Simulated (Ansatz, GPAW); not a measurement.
# CN in line between two Ga chains: relaxation, then transmission at several levels, part 2 of 2

How well does CN in line between two Ga chains conduct once its atoms have relaxed, and how much do cheaper levels lose?

GPAW 26.7.0 and Ansatz 0.2.0; Ansatz plane waves; relaxation of the junction with the lead ends held; PAW set soft_1 (the session's first sound run).

So far, transmission at the Fermi level (one spin): step 3 (plane-wave reference (PBE)) 0.531; step 4 (GPAW, dzp, PBE, GPAW) 0.555. Also conductance of the perfect lead (G₀): step 3 3.00.

## (5) Single-zeta polarised basis

The second zeta is dropped, the polarisation orbitals stay.

The input, run.py:

```python
import json
import numpy as np
from ase import Atoms
from ase.transport.calculators import TransportCalculator
from gpaw import GPAW, FermiDirac
from gpaw.lcao.tools import get_lcao_hamiltonian
from scipy.linalg import eigh

# The junction with lead layers at both ends, along the third cell vector
device = Atoms(
    ['Ga', 'Ga', 'Ga', 'Ga', 'Ga', 'Ga', 'C', 'N', 'Ga', 'Ga', 'Ga', 'Ga', 'Ga', 'Ga'],
    positions=[
        [4.50000, 4.50000, 1.27500],
        [4.50000, 4.50000, 3.82500],
        [4.50000, 4.50000, 6.37500],
        [4.50000, 4.50000, 8.92500],
        [5.23111, 4.47106, 11.44743],
        [3.64930, 4.42272, 13.65961],
        [4.52867, 4.44860, 15.66155],
        [4.55504, 4.44806, 16.84311],
        [5.23226, 5.14964, 18.77547],
        [4.15861, 4.08768, 21.38942],
        [4.50000, 4.50000, 23.97770],
        [4.50000, 4.50000, 26.52770],
        [4.50000, 4.50000, 29.07770],
        [4.50000, 4.50000, 31.62770]],
    cell=[[9.0, 0.0, 0.0], [0.0, 9.0, 0.0], [0.0, 0.0, 32.9027]],
    pbc=True)

# One principal layer of the lead: the first 3 atoms of the device
lead = Atoms(
    ['Ga', 'Ga', 'Ga'],
    positions=[
        [4.50000, 4.50000, 1.27500],
        [4.50000, 4.50000, 3.82500],
        [4.50000, 4.50000, 6.37500]],
    cell=[[9.0, 0.0, 0.0], [0.0, 9.0, 0.0], [0.0, 0.0, 7.65]],
    pbc=True)

settings = dict(mode='lcao', basis='szp(dzp)', xc='PBE', h=0.18,
                occupations=FermiDirac(0.1), maxiter=250,
                mixer=dict(beta=0.1, nmaxold=8, weight=100.0),
                convergence=dict(density=0.0001))
energies = np.arange(-2, 2 + 1e-9, 0.025)
eta = 0.0001
n1, n2 = 1, 1
# k and -k transmit alike, so half of the mesh across the current serves
mesh = [(i, j) for i in range(n1) for j in range(n2) if (i, j) <= (-i % n1, -j % n2)]
weights = np.array([1 if (i, j) == (-i % n1, -j % n2) else 2 for i, j in mesh]) / (n1 * n2)

# [... helper functions left out ...]
fermi_lead = ground_state(lead, (1, 1, 15), 'lead.txt')
fermi_device = ground_state(device, (1, 1, 3), 'device.txt')
# [... loop over the mesh left out, but for ...]
        # Shift the lead onto the potential of the device's first layer
        shift = ((H[:, 0, 0] - H0[:, 0, 0]) / S0[0, 0]).real.mean()
# [...]
kT = 8.617333e-5 * 300
bias = [0.1, 0.2, 0.5, 1.0, 1.5, 2.0]
# [... integrals and printing left out ...]
```

The run is started by

```sh
OMP_NUM_THREADS=1 OPENBLAS_NUM_THREADS=1 python run.py
```

Elapsed: 2.6 min, on 1 thread of Arm Neoverse V1, shared host; peak memory 1.6 GiB.

This step gave:

- conductance: 0.5363 G₀
- thermopower: -12.71 μV/K
- largest coupling past the next principal layer: 5.81e-5 eV
- largest misfit of the first principal layer: 0.02352 eV
- shift that aligns the lead: 9.89e-4 eV
- basis functions of the junction: 126
- basis functions of a principal layer: 27
- transmission at the Fermi level (one spin): 0.5425

One spin. Table of transmission, zone mean by energy, zero at the Fermi level:

| energy (eV) | transmission, zone mean |
| --- | --- |
| -2.000 | 0.00126 |
| -1.900 | 3.7e-4 |
| -1.800 | 4.1e-5 |
| -1.700 | 1.4e-6 |
| -1.600 | 1.4e-11 |
| -1.500 | 5.4e-11 |
| -1.400 | 4.4e-4 |
| -1.300 | 0.00139 |
| -1.200 | 0.00212 |
| -1.100 | 0.00287 |
| -1.000 | 0.00369 |
| -0.900 | 0.00464 |
| -0.800 | 0.00578 |
| -0.700 | 0.00718 |
| -0.600 | 0.00902 |
| -0.500 | 0.0116 |
| -0.400 | 0.0157 |
| -0.300 | 0.0240 |
| -0.200 | 0.229 |
| -0.100 | 0.423 |
| 0.000 | 0.543 |
| 0.100 | 0.609 |
| 0.200 | 0.658 |
| 0.300 | 0.714 |
| 0.400 | 0.783 |
| 0.500 | 0.860 |
| 0.600 | 0.940 |
| 0.700 | 1.01 |
| 0.800 | 1.07 |
| 0.900 | 1.11 |
| 1.000 | 1.14 |
| 1.100 | 1.15 |
| 1.200 | 1.14 |
| 1.300 | 1.11 |
| 1.400 | 1.07 |
| 1.500 | 1.01 |
| 1.600 | 0.946 |
| 1.700 | 0.872 |
| 1.800 | 0.792 |
| 1.900 | 0.713 |
| 2.000 | 0.638 |

The conductance, 0.536 G₀, lies 2.2 % below that of the dzp run.

## (6) Minimal basis

One function for each valence shell of the setup, as for a first survey of a large system.

Edit run.py of step 5 so:

```diff
@@ -39,3 +39,3 @@
 
-settings = dict(mode='lcao', basis='szp(dzp)', xc='PBE', h=0.18,
+settings = dict(mode='lcao', basis='sz(dzp)', xc='PBE', h=0.18,
                 occupations=FermiDirac(0.1), maxiter=250,
```

The job ended after 2.3 min (1 thread; peak memory 1.5 GiB).

This step gave:

```
conductance                                    : 0.5400 G₀
thermopower                                    : -13.22 μV/K
largest coupling past the next principal layer : 5.75e-5 eV
largest misfit of the first principal layer    : 0.02477 eV
shift that aligns the lead                     : 0.002596 eV
basis functions of the junction                : 56
basis functions of a principal layer           : 12
transmission at the Fermi level (one spin)     : 0.5463
```

One spin. Transmission, zone mean against energy, zero at the Fermi level:

energy (eV), transmission, zone mean and a bar:
```
   -2.000       0.00 
   -1.800       0.00 
   -1.600       0.00 
   -1.400       0.00 
   -1.200       0.00 
   -1.000       0.00 
   -0.800       0.01 
   -0.600       0.01 
   -0.400       0.02 
   -0.200       0.24 ######
    0.000       0.55 #############
    0.200       0.67 ################
    0.400       0.81 ###################
    0.600       0.99 ########################
    0.800       1.14 ############################
    1.000       1.23 ##############################
    1.150       1.24 ##############################
    1.200       1.24 ##############################
    1.400       1.19 #############################
    1.600       1.08 ##########################
    1.800       0.93 ######################
    2.000       0.77 ###################
```

The conductance, 0.540 G₀, lies 1.5 % below that of the dzp run.

## (7) LDA in the dzp basis: xc = "LDA"

Back in the dzp basis, the functional changes from PBE to LDA, to set the spread between functionals beside that between bases.

Edit run.py of step 6 so:

```diff
@@ -39,3 +39,3 @@
 
-settings = dict(mode='lcao', basis='sz(dzp)', xc='PBE', h=0.18,
+settings = dict(mode='lcao', basis='dzp', xc='LDA', h=0.18,
                 occupations=FermiDirac(0.1), maxiter=250,
```

Wall time 2.5 min (1 thread); peak memory 1.6 GiB.

This step gave:

```
conductance                                    : 0.5989 G₀
thermopower                                    : -12.85 μV/K
largest coupling past the next principal layer : 5.91e-5 eV
largest misfit of the first principal layer    : 0.02582 eV
shift that aligns the lead                     : -9.06e-4 eV
basis functions of the junction                : 182
basis functions of a principal layer           : 39
transmission at the Fermi level (one spin)     : 0.6064
```

One spin. The transmission, zone mean by energy, zero at the Fermi level:

energy (eV), transmission, zone mean and a bar:
```
   -2.000       0.00 
   -1.800       0.00 
   -1.600       0.00 
   -1.400       0.00 
   -1.200       0.00 
   -1.000       0.00 
   -0.800       0.01 
   -0.600       0.01 
   -0.400       0.02 
   -0.200       0.25 #######
    0.000       0.61 #################
    0.200       0.73 ####################
    0.400       0.83 #######################
    0.600       0.95 ##########################
    0.800       1.04 #############################
    1.000       1.08 ##############################
    1.200       1.05 #############################
    1.400       0.96 ###########################
    1.600       0.83 #######################
    1.800       0.67 ###################
    2.000       0.52 ###############
```

The conductance, 0.599 G₀, lies 9.2 % above that of the dzp run.

## (8) The structure as built: geometry = "as built"

The dzp basis with PBE on the structure as first built shows what the relaxation was worth.

Edit run.py of step 7 so:

```diff
@@ -16,8 +16,8 @@
         [4.50000, 4.50000, 8.92500],
-        [5.23111, 4.47106, 11.44743],
-        [3.64930, 4.42272, 13.65961],
-        [4.52867, 4.44860, 15.66155],
-        [4.55504, 4.44806, 16.84311],
-        [5.23226, 5.14964, 18.77547],
-        [4.15861, 4.08768, 21.38942],
+        [4.50000, 4.50000, 11.47500],
+        [4.50000, 4.50000, 14.02500],
+        [4.50000, 4.50000, 15.87340],
+        [4.50000, 4.50000, 17.05340],
+        [4.50000, 4.50000, 18.87770],
+        [4.50000, 4.50000, 21.42770],
         [4.50000, 4.50000, 23.97770],
@@ -39,3 +39,3 @@
 
-settings = dict(mode='lcao', basis='dzp', xc='LDA', h=0.18,
+settings = dict(mode='lcao', basis='dzp', xc='PBE', h=0.18,
                 occupations=FermiDirac(0.1), maxiter=250,
```

Wall time 2.5 min (1 thread); peak memory 1.6 GiB.

This step gave:

| Quantity | Value |
| --- | --- |
| conductance | 2.004 G₀ |
| largest coupling past the next principal layer | 6.03e-5 eV |
| largest misfit of the first principal layer | 0.01807 eV |
| shift that aligns the lead | 0.02623 eV |
| transmission at the Fermi level (one spin) | 2.002 |

The conductance, 2.00 G₀, lies 265 % above that of the dzp run.

## (9) The ladder

Times are wall times on the hardware named with each run. The runs compared:

| no. | run | conductance (G₀) | time | memory (GiB) |
| --- | --- | --- | --- | --- |
| 1 | pw PBE | 0.5262 | 97 s | 2.7 |
| 2 | dzp | 0.5484 | 3.6 min | 1.6 |
| 3 | szp | 0.5363 | 2.6 min | 1.6 |
| 4 | sz | 0.5400 | 2.3 min | 1.5 |
| 5 | dzp LDA | 0.5989 | 2.5 min | 1.6 |
| 6 | asbuilt | 2.004 | 2.5 min | 1.6 |

## (10) Comparison

The curves are compared point by point over the common energies.

This step: comparison of transmission and cost over codes, levels and geometry; PAW set soft_1 (GPAW 26.7.0).

Ladder, by row:

| step | code | T at the Fermi level (sum over the listed spins) | conductance (G0) | r.m.s. T(E) from the first | wall time (s) | peak memory (GiB) | threads |
| --- | --- | --- | --- | --- | --- | --- | --- |
| pw-pbe | Ansatz | 0.5314 | 0.5262 | 0 | 96.58 | 2.683 | 4 |
| dzp | GPAW | 0.5548 | 0.5484 | 0.03764 | 218.7 | 1.62 | 1 |
| szp | GPAW | 0.5425 | 0.5363 | 0.1139 | 158.6 | 1.59 | 1 |
| sz | GPAW | 0.5463 | 0.54 | 0.1804 | 137.5 | 1.46 | 1 |
| dzp-LDA | GPAW | 0.6064 | 0.5989 | 0.0692 | 149.1 | 1.62 | 1 |
| asbuilt | GPAW | 2.002 | 2.004 | 0.8882 | 152.4 | 1.63 | 1 |

The transmission, zone mean, sum over the listed spins by energy, zero at the Fermi level:

| energy (eV) | pw-pbe | dzp | szp | sz | dzp-LDA | asbuilt |
| --- | --- | --- | --- | --- | --- | --- |
| -2.0000 | 0.00152 | 0.00203 | 0.00126 | 0.00204 | 0.00200 | 0.0571 |
| -1.7500 | 3.5e-7 | 1.1e-5 | 2.3e-6 | 2.1e-5 | 8.5e-6 | 0.0601 |
| -1.5000 | 0 | 2.6e-8 | 5.4e-11 | 4.0e-10 | 1.0e-10 | 0.0877 |
| -1.2500 | 0.00185 | 0.00179 | 0.00176 | 0.00133 | 0.00187 | 0.0434 |
| -1.0000 | 0.00336 | 0.00339 | 0.00369 | 0.00314 | 0.00369 | 0.0490 |
| -0.7500 | 0.00559 | 0.00576 | 0.00644 | 0.00590 | 0.00635 | 0.0508 |
| -0.5000 | 0.0101 | 0.0104 | 0.0116 | 0.0112 | 0.0116 | 0.0519 |
| -0.2500 | 0.0936 | 0.0935 | 0.0359 | 0.0363 | 0.0482 | 0.0528 |
| 0.0000 | 0.531 | 0.555 | 0.543 | 0.546 | 0.606 | 2.00 |
| 0.2500 | 0.667 | 0.692 | 0.684 | 0.698 | 0.751 | 1.99 |
| 0.5000 | 0.798 | 0.829 | 0.860 | 0.896 | 0.889 | 1.92 |
| 0.7500 | 0.932 | 0.965 | 1.04 | 1.11 | 1.02 | 1.88 |
| 1.0000 | 0.995 | 1.02 | 1.14 | 1.23 | 1.08 | 1.87 |
| 1.1000 | 0.989 | 1.02 | 1.15 | 1.24 | 1.07 | 1.86 |
| 1.1500 | 0.980 | 1.01 | 1.14 | 1.24 | 1.06 | 1.86 |
| 1.2500 | 0.948 | 0.981 | 1.13 | 1.23 | 1.03 | 1.86 |
| 1.5000 | 0.801 | 0.855 | 1.01 | 1.14 | 0.897 | 1.85 |
| 1.7500 | 0.592 | 0.678 | 0.832 | 0.971 | 0.711 | 1.85 |
| 2.0000 | 0.379 | 0.500 | 0.638 | 0.769 | 0.523 | 1.85 |

## (11) Smearing 0.025, SCF mesh 1×1×1

Smearing helps the SCF of a metal converge, but it blurs occupations at band edges near the Fermi level. The SCF mesh sets the Fermi level of the repeated cell.

This step: GPAW LCAO, PAW setups; Landauer transmission from Green's functions with principal layers (ASE), zero bias (GPAW 26.7.0).

Edit run.py of step 8 so:

```diff
@@ -16,8 +16,8 @@
         [4.50000, 4.50000, 8.92500],
-        [4.50000, 4.50000, 11.47500],
-        [4.50000, 4.50000, 14.02500],
-        [4.50000, 4.50000, 15.87340],
-        [4.50000, 4.50000, 17.05340],
-        [4.50000, 4.50000, 18.87770],
-        [4.50000, 4.50000, 21.42770],
+        [5.23111, 4.47106, 11.44743],
+        [3.64930, 4.42272, 13.65961],
+        [4.52867, 4.44860, 15.66155],
+        [4.55504, 4.44806, 16.84311],
+        [5.23226, 5.14964, 18.77547],
+        [4.15861, 4.08768, 21.38942],
         [4.50000, 4.50000, 23.97770],
@@ -40,3 +40,3 @@
 settings = dict(mode='lcao', basis='dzp', xc='PBE', h=0.18,
-                occupations=FermiDirac(0.1), maxiter=250,
+                occupations=FermiDirac(0.025), maxiter=250,
                 mixer=dict(beta=0.1, nmaxold=8, weight=100.0),
@@ -52,3 +52,3 @@
 fermi_lead = ground_state(lead, (1, 1, 15), 'lead.txt')
-fermi_device = ground_state(device, (1, 1, 3), 'device.txt')
+fermi_device = ground_state(device, (1, 1, 1), 'device.txt')
 # [... loop over the mesh left out, but for ...]
```

Run time: 2.4 min. Hardware: 1 thread; peak memory 1.6 GiB.

The run finished with changed settings (width = 0.025 and scf_mesh = [1, 1, 1]); it serves as a test.

Side by side:

| quantity | this run | sound run | difference |
| --- | --- | --- | --- |
| conductance (G₀) | 0.75156 | 0.54840 | 0.203 |
| largest coupling past the next principal layer (eV) | 6.045e-5 | 6.030e-5 | 1.5e-7 |
| largest misfit of the first principal layer (eV) | 0.090464 | 0.021216 | 0.0692 |
| shift that aligns the lead (eV) | -0.036786 | -0.0019007 | -0.0349 |
| transmission at the Fermi level (one spin) | 0.78113 | 0.55485 | 0.226 |

One result that differs is the largest misfit of the first principal layer, 0.0905 eV against 0.0212 eV.

## (12) What came out

```yaml
conductance: 0.548 G₀
transmission_at_the_fermi_level_mean_of_the_spins: 0.555
thermopower: -12.7 μV/K
open_channels_of_the_lead_there: 3
```

In words: In the dzp basis the junction conducts 0.548 G₀ at 300 K, with T = 0.555 a spin at the Fermi level; the sz basis reaches that conductance within 10 %. Relaxation moved atoms by up to 0.98 Å and took the conductance from 2.00 to 0.548 G₀, as a ratio a larger change than the step from dzp to the minimal basis. Plane waves (PBE) give T = 0.531 there. The scatterer reflects about 82 % of the incoming channels at the Fermi level. At the Fermi level two eigenchannels carry the current (0.32 and 0.23). The negative thermopower says that the thermally weighted transmission is larger above the Fermi level, as for electron-like transport. Measured against the first run (pw-pbe), the nearest curve is that of dzp (r.m.s. 0.038) and the farthest that of asbuilt (0.89). Over the compared runs wall time goes from 97 s (pw-pbe) to 219 s (dzp), on a shared host; the plane-wave run used 4 threads and the orbital runs 1. The leads kept an estimated spacing and the cell its length, so the junction may be under some tension or compression. The run had no spin polarisation, so a magnetic state, which chains and small molecules with open shells often have, wasn't tested. An evenly spaced straight chain is an idealisation: free chains tend to dimerise, zigzag or, where a band edge lies near the Fermi level, turn magnetic. The currents use the zero-bias T(E) throughout, which holds only while the bias is small against the distance to the nearest feature.

[Logs are printed without paths, hosts, clocks, repeated set-up lines and the standing remarks that a program may print on its own settings, such as how far it seeks lower states.]

[Hosts, paths, dates, database ids (printed as entryN), source tags and the programs' standing remarks are cut or masked in the printed files.]
